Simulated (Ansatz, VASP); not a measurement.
## BN in VASP and in Ansatz

```xyz
2
Lattice="0.0000 1.7126 1.8419 1.8419 0.0000 1.8419 1.8419 1.7126 0.0000" Properties=species:S:1:pos:R:3 pbc="T T T"
B     0.0000    0.0000    0.0000
N     2.7628    2.5689    2.7628
```

Alike in both runs: task single point; functional PBE; k mesh 12 × 12 × 12; occupations gaussian, width 0.05 eV; no spin polarisation.

```csv
,VASP,Ansatz
version,VASP 6.6.1,Ansatz 0.2.0
potentials or method,"VASP PAW PBE potentials, release 64 (B, N)","scalar-relativistic, plane waves, PAW"
plane-wave cutoff (eV),520,520
valence electrons in the cell,8,8
```

|  | VASP | Ansatz | Ansatz less VASP |
| --- | --- | --- | --- |
| gap on the k mesh at the Fermi level (eV) | 3.25 | 3.26 | +0.013 |
| least direct gap on the mesh (eV) | 8.17 | 8.18 | +0.012 |
| pressure (GPa) | 9.6 | 9.3 | -0.27 |
| largest component of the traceless stress (GPa) | 27.21 | 27.20 | -0.012 |

The functional is the same, so the differences come from potentials, cutoffs and numerics.

A k mesh can miss the band edges.
